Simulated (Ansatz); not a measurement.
How much do the gradients of TiO2 with an O vacancy depend on the method?

Cell: a supercell of TiO2 (rutile type, P4_2/mnm) built from a Materials Project structure (computed, not necessarily an observed phase), with the ions relaxed around the defect (PBE).

Space group Pmm2 (No. 25); a = 6.5052, b = 8.8776, c = 6.5052 Å.

```csv
site,Wyckoff,site symmetry,x,y,z
Ti1,2g,m..,0.0000,0.8115,0.4740
Ti3,1b,mm2,0.0000,0.5000,0.5089
Ti4,2h,m..,0.5000,0.8344,0.9966
Ti6,1d,mm2,0.5000,0.5000,0.0180
Ti7,1a,mm2,0.0000,0.0000,0.0468
Ti8,2g,m..,0.0000,0.3331,0.9852
Ti10,1c,mm2,0.5000,0.0000,0.4971
Ti11,2h,m..,0.5000,0.3335,0.5117
O13,2g,m..,0.0000,0.3313,0.6882
O15,1c,mm2,0.5000,0.0000,0.1983
O16,2h,m..,0.5000,0.3310,0.1982
O18,4i,1,0.7026,0.8357,0.5061
O20,2f,.m.,0.6970,0.5000,0.5027
O21,4i,1,0.1908,0.8390,0.9927
O23,2f,.m.,0.1935,0.5000,0.9930
O30,1a,mm2,0.0000,0.0000,0.3300
O31,2g,m..,0.0000,0.3401,0.2962
O33,1c,mm2,0.5000,0.0000,0.8060
O34,2h,m..,0.5000,0.3331,0.8062
```

One atom of each set is listed; the run and its k-mesh use a cell of 35 atoms with edges of 6.51, 6.51, 8.88 Å.

First run. All values are calculated (Ansatz; DFT, PBE, plane waves and PAW, scalar-relativistic, 420 eV cutoff, Γ-centred 3×3×2 k-points, Fermi–Dirac smearing 0.01 eV, cell charge +2), not measured.

```csv
site,V_zz (10²¹ V/m²),η
Ti1,8.84,0.20
Ti3,-1.60,0.50
Ti7,8.18,0.32
Ti10,-0.60,0.44
O13,-2.97,0.84
O15,-1.80,1.00
O16,2.12,0.44
O18,-2.91,0.93
O20,-2.67,0.89
O23,2.12,0.83
O30,-3.99,0.95
O31,-3.15,0.63
O33,2.43,0.64
O34,-2.00,0.97
```

Second run. The same atoms and settings, except that the functional is r2SCAN and the cutoff is 500 eV.

Question: Given the first result, estimate the second.

Answer: 

```csv
site,V_zz,η,change of V_zz
Ti1,8.85,0.21,+0.01
Ti3,-1.58,0.43,+0.02
Ti7,8.15,0.33,-0.03
Ti10,-0.64,0.41,-0.04
O13,-3.25,0.74,-0.28
O15,-2.06,0.88,-0.26
O16,2.16,0.63,+0.04
O18,-3.17,0.85,-0.26
O20,-2.97,0.79,-0.30
O23,-2.25,0.96,–
O30,-4.29,0.91,-0.30
O31,-3.39,0.54,-0.24
O33,2.55,0.84,+0.12
O34,-2.27,0.86,-0.27
```

The largest change of V_zz along a kept axis is on O30, from -3.99 to -4.29. In per cent, |V_zz| changes by -1 to +7 on Ti, +2 to +15 on O (all sites that start above 0.5, bar those whose gradient vanishes or changes sign or whose main axis turns by over 40°). Where |V_zz| stays above 0.1 and the axes keep their order, η moves most on O33, from 0.64 to 0.84. On O23 the largest principal value lies along another axis in the second run, so the two V_zz can't be compared directly. The table leaves out 5 of the 19 sites, with |V_zz| up to 3.47; their tensors move by 0.15 at most along any direction. The statements above cover all sites.

The defect repeats with the cell of 35 atoms, so it feels its images: sites between two images don't show the values beside a lone defect, and zeros or small values of η there can come from the images' arrangement. O and Ti carry a gradient in the pure host already, so the values there aren't the defect's effect alone. A uniform background compensates the cell's charge.
For the first run: The cell keeps the host's lattice, where the PBE pressure is 8 GPa (in a charged cell this depends on the convention for the mean potential).
